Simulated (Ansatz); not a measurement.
input.yaml (Ansatz)

```yaml
crystal:
  lattice:
    - [0.0, 1.4407123703, 1.4407123703]
    - [1.4407123703, 0.0, 1.4407123703]
    - [1.4407123703, 1.4407123703, 0.0]
  atoms:
    - { symbol: B, position: [0.0, 0.0, 0.0] }
hamiltonian:
  xc: rpbe
  pseudopotentials:
    kind: paw
    azcp:
      B: "pseudopotentials/B.paw.azcp"
basis:
  ecutwfc: 420
  fft_grid_basis: typed
kpoints:
  mp_grid: { grid: [31, 31, 31], shift: [0, 0, 0] }
magnetization:
  spin_polarized: false
scf:
  occupations: { method: fermi_dirac, width: 0.1 }
```

and its output:

```
Engine: ansatz 0.2.0, aarch64-unknown-linux-gnu
Pseudopotentials: kind: paw
Pseudopotential: B, paw, valence charge 3, recommended cutoff 420 eV (normal) 
Functional definition: RPBE
  parameter kappa = 0.804
  parameter beta = 0.06672455060314922
  exchange = rpbe_x(kappa = kappa, mu = beta*pi^2/3)
  correlation = pbe_c(beta = beta)
Crystal: 1 atoms, lattice volume = 5.981 Å³
Basis set: ecut = 420 eV, 113 PW (Γ)
Bands: 6, of which v1, the nominal top of the filled ones, is band 2 counted from 1 (1 counted from 0)
Symmetry: 48 space group operations
Space group: Fm-3m (ITA 225), of the structure as read, at distance tolerance 1.8e-5 Å
k-points: 816 of 29791
Non-local potential: B, projectors of the file, l = 0: 2, l = 1: 2, l = 2: 1
PAW form: soft (Blöchl's): semilocal exchange-correlation on the pseudo side does not see the compensation charge
PAW frozen core: B, regenerated for the run's functional, and the local potential with it (the file was generated under x = pbe(κ = 0.804, μ = 0.2195149727645171), c = pbe(β = 0.06672455060314922))
PAW one-centre angular grid: B, 110 points (default); XC on 64 Gauss nodes
Initial density: superposition of atomic densities (neutral atoms: chi_scale 0, normalization atom), corrected by the library's trained network
Initial wavefunctions: pseudopotential atomic-orbital guess
Functional: x = rpbe, c = pbe(β = 0.06672455060314922)
SCF iter   1: F=—  HF=-155.664937 eV  |F-HF|=—  |Δ(HF+E_count)|=         —  Δρ=4.13e-3  dr2=4.42e-4  ethr=1.77e-3  ⟨swp⟩=4.4  Hψ=36049  notcnv=0
SCF iter   2: F=—  HF=-155.664856 eV  |F-HF|=—  |Δ(HF+E_count)|=   8.07e-5  Δρ=1.95e-3  dr2=9.77e-5  ethr=1.47e-5  ⟨swp⟩=1.0  Hψ=11424  notcnv=0
SCF iter   3: F=—  HF=-155.664850 eV  |F-HF|=—  |Δ(HF+E_count)|=   5.96e-6  Δρ=1.13e-4  dr2=4.25e-7  ethr=3.26e-6  ⟨swp⟩=1.0  Hψ=4625  notcnv=0
SCF iter   4: F=—  HF=-155.664850 eV  |F-HF|=—  |Δ(HF+E_count)|=   4.15e-8  Δρ=7.25e-5  dr2=1.65e-7  ethr=1.42e-8  ⟨swp⟩=1.3  Hψ=4868  notcnv=0
iter 5 did not close the SCF: its close was put off for the readings that it lacked (scf_convergence_deferred on its scf_iter line)
SCF iter   5: F=-155.664850 eV  HF=-155.664850 eV  |F-HF|=6.94e-10  |Δ(HF+E_count)|=   4.76e-9  Δρ=6.02e-6  dr2=5.22e-10  ethr=5.49e-9  ⟨swp⟩=1.0  Hψ=4625  notcnv=0
SCF iter   6: F=-155.664850 eV  HF=-155.664850 eV  |F-HF|=5.06e-12  |Δ(HF+E_count)|=  7.08e-10  Δρ=1.05e-6  dr2=3.91e-11  ethr=1.74e-11  ⟨swp⟩=1.0  Hψ=12766  notcnv=0
SCF 1 converged in 6 iterations: F = -155.664850 eV  dr2 = 3.91e-11
SCF converged after 6 iterations
Free energy (F): -155.664850 eV
Harris-Foulkes:  -155.664850 eV  (|F-HF|=5.06e-12)
Internal energy: -155.658115 eV  (E = F + TS)
E sigma→0 (E₀):  -155.661483 eV
Entropy (-TS):   -0.006735 eV (-6.735 meV/atom)
Fermi energy:    14.329146 eV
--- Per-component energies (eV) ---
  E_band       = 18.807104
  E_kinetic    = 48.226352
  E_local      = -0.152412  (includes V_loc(G=0)·N_el)
  E_nonlocal   = 10.937452
  E_hartree    = 0.249813
  E_xc         = -32.377786
  E_vxc        = -38.528094  (∫ρ·V_xc dr)
  E_paw        = -79.425107  (= ΣΔE_a)
  E_vpaw       = -2.175825  (= ΣTr[D̂ρ^β])
  E_aug_tail   = -0.000001  (compensation charges beyond the density's cutoff)
  E_ewald      = -103.105850
  E_core_change = -0.010575  (= ΣΔE_core)
  E_smearing   = -0.006735  (= −TS)
  E_closure    = 0.000000  (closes the sum)
  Σ components = -155.664850   (vs F -155.664850, Δ=0.00e0)
```

Command:

```sh
ansatz run input.yaml --threads 2 --pin off --max-ram 5120MiB --backend cpu --events-out ev --progress --plain --runs-dir out
```

On 2 threads of Arm Neoverse V2 (shared host) this took about 1.1 s of wall time and 1.8 s of CPU time.
